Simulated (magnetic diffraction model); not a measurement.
# Solving a magnetic structure from powder neutron data: CaCuSO

Space group P2_12_12 (no. 18), a = 5.9300 Å, b = 12.3170 Å, c = 3.4640 Å.

```csv
site,atom,x,y,z
4c,Cu,0.5166,0.1248,0.0090
4c,Ca,0.5253,0.3617,0.4984
4c,S,0.7378,0.7406,0.0013
4c,O,0.2511,0.5097,0.9768
```

This is a made-up structure (elements placed in a structure type, unrelaxed), so the numbers test the method and describe no known phase.

Only Cu is taken to order (form factors of Cu2+); orders and moment sizes are assumed, and not adapted to the symmetry. Radiation: neutrons of λ = 1.8 Å, 8° to 40°; isotropic B of 0.68 Å² (Cu), 0.56 Å² (Ca), 0.85 Å² (S) and 0.85 Å² (O). The intensities are simulated: I ∝ L Σ (|F_N|² + |F_M⊥|²) for unpolarised neutrons, with F_M = 2.695 fm/μB × Σ f(s) S exp(2πi Q·r) exp(−B s²) at Q = H ± k (one set where k and −k are equivalent), only the part normal to Q counting and L = 1/(sin²θ cos θ). For collinear order S is the moment m, which repeats by lattice and centring translations R with the sign exp(−2πi k·R). Form factors are spin-only for 3d ions and dipole or tabulated for f ions, scattering lengths are Sears's of 1992, and absorption is left out. A label names one of the reflections at its angle. The strongest nuclear line in the range is 100, and lines under 0.2 are left out.

Above the ordering temperature:

```tsv
2θ (°)	index	I
16.81	(0 2 0)	7.4
19.39	(1 1 0)	13.6
30.12	(0 0 1)	67.2
30.93	(1 3 0)	1.9
31.32	(0 1 1)	1.2
33.99	(0 4 0)	5.8
34.69	(0 2 1)	10.3
35.34	(2 0 0)	4.4
36.08	(1 1 1)	100.0
36.38	(2 1 0)	2.3
38.46	(1 4 0)	2.0
39.09	(1 2 1)	1.7
39.38	(2 2 0)	8.1
```

Below it (cell unchanged):

```csv
2θ (°),I
9.66,1.7
15.32,7.1
16.81,7.4
19.39,13.6
22.82,3.5
29.27,0.8
30.12,67.2
30.93,1.9
30.94,0.3
31.32,1.2
31.70,0.4
33.94,0.8
33.96,2.2
33.99,5.8
34.69,10.3
35.34,4.4
36.08,100.0
36.38,2.3
38.12,1.7
38.46,2.0
39.09,1.7
39.38,8.1
```

**Question.** Find the propagation vector, then choose among these models:
A. collinear moments along [101], 0.93 μB on Cu; signs + at (0.5166, 0.1248, 0.0090), − at (0.9834, 0.6248, 0.9910), − at (0.0166, 0.3752, 0.9910), + at (0.4834, 0.8752, 0.0090)
B. collinear moments along [010], 0.93 μB on Cu; signs + at (0.5166, 0.1248, 0.0090), − at (0.9834, 0.6248, 0.9910), − at (0.0166, 0.3752, 0.9910), + at (0.4834, 0.8752, 0.0090)
C. collinear moments along [101], 0.93 μB on Cu; signs + at (0.5166, 0.1248, 0.0090), + at (0.9834, 0.6248, 0.9910), + at (0.0166, 0.3752, 0.9910), + at (0.4834, 0.8752, 0.0090)
D. collinear moments along [010], 0.93 μB on Cu; signs + at (0.5166, 0.1248, 0.0090), + at (0.9834, 0.6248, 0.9910), + at (0.0166, 0.3752, 0.9910), + at (0.4834, 0.8752, 0.0090)

The new lines index as (1/2 1/2 0) at 9.66°, (1/2 -3/2 0) at 15.32°, (1/2 5/2 0) at 22.82° and (3/2 3/2 0) at 29.27°, that is as H ± k with k = (1/2 1/2 0). Half indices mean that the moments reverse under translations with k·R a half-integer, and the magnetic cell has twice the primitive volume.

Magnetic intensity, observed (below minus above) and for each model:

| 2θ (°) | index | observed | A | B | C | D |
| --- | --- | --- | --- | --- | --- | --- |
| 9.66 | (1/2 1/2 0) | 1.7 | 1.7 | 3.5 | 1.7 | 3.5 |
| 15.32 | (1/2 3/2 0) | 7.1 | 7.1 | 3.0 | 7.1 | 3.0 |
| 22.82 | (1/2 -5/2 0) | 3.5 | 3.5 | 0.6 | 3.5 | 0.6 |
| 29.27 | (3/2 -3/2 0) | 0.8 | 0.8 | 1.7 | 0.8 | 1.7 |
| 31.70 | (1/2 1/2 1) | 0.4 | 0.4 | 0.6 | 0.4 | 0.6 |
| 33.94 | (3/2 5/2 0) | 0.8 | 0.8 | 0.9 | 0.8 | 0.9 |
| 33.96 | (1/2 3/2 1) | 2.2 | 2.2 | 2.5 | 2.2 | 2.5 |
| 38.12 | (1/2 -5/2 1) | 1.7 | 1.7 | 1.5 | 1.7 | 1.5 |

Models A and C match alike on every line, so these data can't choose among them (such ties are often domains of one structure).

The structure used: k = (1/2 1/2 0), collinear moments along [101], 0.93 μB on Cu; signs + at (0.5166, 0.1248, 0.0090), − at (0.9834, 0.6248, 0.9910), − at (0.0166, 0.3752, 0.9910), + at (0.4834, 0.8752, 0.0090).

[Logs are printed without paths, hosts, clocks, repeated set-up lines and the standing remarks that a program may print on its own settings, such as how far it seeks lower states.]
